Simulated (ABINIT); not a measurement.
The system is Ru.

```
Ru
1.0
     2.70580    0.00000    0.00000
    -1.35290    2.34329    0.00000
     0.00000    0.00000    4.28190
Ru
2
Cartesian
  1.3529 0.7811 3.2114
  0.0000 1.5622 1.0705
```

Base run:

- Program: ABINIT 10.8.3 (patched build)
- Functional: PBE
- Potentials or basis: SPMS NC PBE v1.0
- Cutoff: 599 eV
- k mesh: 11 × 11 × 6
- Occupations: fermi-dirac, width 0.05 eV
- Spin: no spin polarisation

Its results: band gap on the k mesh none (metal or under the smearing width); pressure 4.9 GPa.

Task: The run is repeated on the same cell with these changes: potentials or basis from SPMS NC PBE v1.0 to Ansatz NC PBE; cutoff from 599 eV to 1143 eV. What comes out?

Result: Band gap on the k mesh none (metal or under the smearing width); pressure 4.5 GPa.
